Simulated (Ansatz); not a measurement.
Crystal: BaTiO3.

```
Ba Ti O
1.0
     3.99980    0.00000    0.00000
     0.00000    3.99980    0.00000
     0.00000    0.00000    4.01800
Ba Ti O
1 1 3
Direct
  0.00000 0.00000 0.00000
  0.50000 0.50000 0.49000
  0.00000 0.50000 0.51700
  0.50000 0.00000 0.51700
  0.50000 0.50000 0.01900
```

Program: Ansatz 0.2.0. Alike in all runs: potentials or basis Ansatz PAW; cell as given. Hardware: 2 threads of Intel(R) Xeon(R) Processor @ 2.50GHz (Skylake/Cascade Lake), on a shared host.

Order these runs on this cell by their wall time, lowest first.
A. task band structure; level RPBE; spin off; k mesh 7 × 7 × 7; cutoff (eV) 420; smearing fermi-dirac 0.05 eV; points for each segment of the path 14
B. task Born charges and dielectric tensor; level PBE; spin off; k mesh 7 × 7 × 7; cutoff (eV) 420; smearing fixed
C. task single point; level r2SCAN+rVV10; spin SOC, no magnetisation; k mesh 5 × 5 × 5; cutoff (eV) 500; smearing tetrahedron

A (20 s), C (65 s), B (130 s).

Caveats: with tetrahedron occupations forces and stress needn't match the slope of the energy (some runs).
